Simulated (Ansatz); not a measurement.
CoO:

```
Co O
1.0
     1.60222    0.92504    2.56647
    -1.60222    0.92504    2.56647
     0.00000   -1.85008    2.56647
Co O
1 1
Direct
  0.99898 0.99898 0.99898
  0.75102 0.75102 0.75102
```

Measurements of this composition are mostly on another form, of space group No. 225.

Program: Ansatz 0.2.0. Alike in all runs: potentials or basis Ansatz PAW; cell as given; k mesh 10 × 10 × 10; cutoff (eV) 420; smearing fermi-dirac 0.05 eV.

Question: Order these runs on this cell by their pressure, lowest first.
A. level PBEsol+U; spin collinear, ferromagnetic start; U Co d U = 6 eV; hubbard projectors ortho-atomic (the default); double counting fll (the default)
B. level PBEsol+U; spin collinear, ferromagnetic start; U Co d U = 2 eV; hubbard projectors ortho-atomic (the default); double counting fll (the default)
C. level PBEsol+U; spin collinear, ferromagnetic start; U Co d U = 4 eV; hubbard projectors ortho-atomic (the default); double counting fll (the default)
D. level PBEsol+U; spin collinear, ferromagnetic start; U Co d U = 1 eV; hubbard projectors ortho-atomic (the default); double counting fll (the default)
E. level PBEsol; spin collinear, random start

Answer: E (-7.9 GPa), D (-3.8 GPa), B (3.0 GPa), C (8.0 GPa), A (11.2 GPa).

Caveats: a cell with one magnetic atom can't hold antiferromagnetic order, which such compounds often take; the PAW data sets come from PBE, with cores solved anew for the run's functional, which leaves a small shift of forces and pressure; the magnetic or orbital state may not be the lowest (some runs).
